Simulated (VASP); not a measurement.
Write the native input for VASP 6.6.1 that does the following.

```
Task                   : band structure
Functional             : PBE
Potentials or basis    : VASP PAW PBE potentials, release 64 (Cu_sv_GW, O_GW)
Cutoff                 : 600 eV
k mesh                 : 6 × 6 × 6
Occupations            : fermi-dirac, width 0.05 eV
Spin                   : no spin polarisation
Further INCAR settings : ALGO = Normal; EDIFF = 1e-06; NBANDS = 53
```

The structure of Cu2O (Cuprite) lies in POSCAR:

```
Cu2O
1.0
    4.2600000000      0.0000000000      0.0000000000
    0.0000000000      4.2600000000      0.0000000000
    0.0000000000      0.0000000000      4.2600000000
Cu O
4 2
Direct
    0.7500000000      0.2500000000      0.7500000000
    0.7500000000      0.7500000000      0.2500000000
    0.2500000000      0.7500000000      0.7500000000
    0.2500000000      0.2500000000      0.2500000000
    0.5000000000      0.5000000000      0.5000000000
    0.0000000000      0.0000000000      0.0000000000
```

These files were run (other wordings do the same):

INCAR

```
SYSTEM = Cu2O
ALGO     = Normal         ! electronic algorithm
EDIFF    = 1E-6           ! SCF threshold, eV
ENCUT    = 600            ! plane-wave cutoff, eV
GGA      = PE             ! functional
ISIF     = 2              ! what is computed and relaxed
ISMEAR   = -1             ! smearing method
LASPH    = .True.         ! aspherical terms in the spheres
LCHARG   = .False.        ! write CHGCAR
LMAXMIX  = 4              ! l up to which the mixer works
LREAL    = .False.        ! projectors in reciprocal space
LWAVE    = .False.        ! write WAVECAR
NBANDS   = 53             ! bands
NELM     = 80             ! most SCF steps
PREC     = Accurate       ! precision mode
SIGMA    = 0.05           ! smearing width, eV
```

KPOINTS

```
k-points
0
Gamma
  6 6 6
  0 0 0
```

KPOINTS_OPT

```
path GXMGRX,MR
20
line-mode
reciprocal
 0.0000000000  0.0000000000  0.0000000000  G
 0.0000000000  0.5000000000  0.0000000000  X

 0.0000000000  0.5000000000  0.0000000000  X
 0.5000000000  0.5000000000  0.0000000000  M

 0.5000000000  0.5000000000  0.0000000000  M
 0.0000000000  0.0000000000  0.0000000000  G

 0.0000000000  0.0000000000  0.0000000000  G
 0.5000000000  0.5000000000  0.5000000000  R

 0.5000000000  0.5000000000  0.5000000000  R
 0.0000000000  0.5000000000  0.0000000000  X

 0.5000000000  0.5000000000  0.0000000000  M
 0.5000000000  0.5000000000  0.5000000000  R
```

Potentials or basis: VASP PAW PBE potentials, release 64 (Cu_sv_GW, O_GW).

Launch:

```console
$ cat potpaw_PBE.64/Cu_sv_GW/POTCAR potpaw_PBE.64/O_GW/POTCAR > POTCAR
$ mpirun -np 1 vasp_std > vasp.out
```

It gave:

```json
{
  "Pressure": "0.7 GPa",
  "Band gap on the k mesh": "0.54 eV, direct",
  "Band gap along the path": "0.54 eV, direct"
}
```

Wall time 5.5 min on 1 thread of Intel(R) Xeon(R) 6975P-C (Granite Rapids), with other jobs on the host, peak memory 0.28 GiB.
